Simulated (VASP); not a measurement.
Here is a VASP 6.6.1 calculation.

File POSCAR:

```
GaN                                     
1.0
    3.1943307161      0.0000000000      0.0000000000
    0.0000000000      5.1748157601      0.0000000000
    0.0000000000      0.0000000000      5.6068703454
  Ga              N             
     4     4
Direct
     0.0000000000000000    0.0003176297853359    0.3340828673199672
     0.5000000000000000    0.0003176297853359    0.8340828673199671
     0.5000000000000000    0.5003176297853360    0.1659171326800329
     0.0000000000000000    0.5003176297853360    0.6659171326800329
     0.0000000000000000    0.6216823702146639    0.3342342572812753
     0.5000000000000000    0.6216823702146639    0.8342342572812754
     0.5000000000000000    0.1216823702146639    0.1657657427187246
     0.0000000000000000    0.1216823702146639    0.6657657427187246
```

Contents of INCAR.step1:

```
SYSTEM = GaN
PREC = Accurate ; ENCUT = 520
EDIFF = 1E-7 ; ISMEAR = 0
SIGMA = 0.02 ; LREAL = .FALSE.
LASPH = .TRUE. ; NELM = 100
ALGO = Fast ; ISIF = 2
LWAVE = .FALSE. ; LCHARG = .TRUE.
MAGMOM = 0 0 0 0 0 0 0 0 0 0 0 0 0 0 0 0 0 0 0 0 0 0 0 0 ; LORBIT = 11
LSORBIT = .TRUE. ; GGA_COMPAT = .FALSE.
GGA = PE ; KPAR = 8
```

Contents of KPOINTS.step1:

```
regular mesh
0
G
  8 5 5
  0 0 0
```

File INCAR.step2:

```
SYSTEM = GaN
PREC = Accurate ; ENCUT = 520
EDIFF = 1E-7 ; ISMEAR = 0
SIGMA = 0.05 ; LREAL = .FALSE.
LASPH = .TRUE. ; NELM = 100
ALGO = Fast ; ISIF = 2
LWAVE = .FALSE. ; LCHARG = .FALSE.
MAGMOM = 0 0 0 0 0 0 0 0 0 0 0 0 0 0 0 0 0 0 0 0 0 0 0 0 ; LORBIT = 11
LSORBIT = .TRUE. ; GGA_COMPAT = .FALSE.
GGA = PE ; ICHARG = 11
KPAR = 8
```

Contents of KPOINTS.step2:

```
path GXSYGZURTZ,YT,UX,SR
20
line-mode
reciprocal
 0.0000000000  0.0000000000  0.0000000000  G
 0.5000000000  0.0000000000  0.0000000000  X

 0.5000000000  0.0000000000  0.0000000000  X
 0.5000000000  0.5000000000  0.0000000000  S

 0.5000000000  0.5000000000  0.0000000000  S
 0.0000000000  0.5000000000  0.0000000000  Y

 0.0000000000  0.5000000000  0.0000000000  Y
 0.0000000000  0.0000000000  0.0000000000  G

 0.0000000000  0.0000000000  0.0000000000  G
 0.0000000000  0.0000000000  0.5000000000  Z

 0.0000000000  0.0000000000  0.5000000000  Z
 0.5000000000  0.0000000000  0.5000000000  U

 0.5000000000  0.0000000000  0.5000000000  U
 0.5000000000  0.5000000000  0.5000000000  R

 0.5000000000  0.5000000000  0.5000000000  R
 0.0000000000  0.5000000000  0.5000000000  T

 0.0000000000  0.5000000000  0.5000000000  T
 0.0000000000  0.0000000000  0.5000000000  Z

 0.0000000000  0.5000000000  0.0000000000  Y
 0.0000000000  0.5000000000  0.5000000000  T

 0.5000000000  0.0000000000  0.5000000000  U
 0.5000000000  0.0000000000  0.0000000000  X

 0.5000000000  0.5000000000  0.0000000000  S
 0.5000000000  0.5000000000  0.5000000000  R
```

Potentials or basis: VASP PAW PBE potentials, release 64 (Ga_d, N).

Launch:

```sh
$ cat potpaw_PBE.64/Ga_d/POTCAR potpaw_PBE.64/N/POTCAR > POTCAR
$ cp INCAR.step1 INCAR
$ cp KPOINTS.step1 KPOINTS
$ mpirun -np 8 vasp_ncl > vasp.out
$ cp INCAR.step2 INCAR
$ cp KPOINTS.step2 KPOINTS
$ mpirun -np 8 vasp_ncl > vasp.out
```

What does it give for the net moment?

0.00 μB per cell.

Moments on the atoms (μB; x, y, z):
```
Ga  0.00 0.00 0.00
Ga  0.00 0.00 0.00
Ga  0.00 0.00 0.00
Ga  0.00 0.00 0.00
N   0.00 0.00 0.00
N   0.00 0.00 0.00
N   0.00 0.00 0.00
N   0.00 0.00 0.00
```
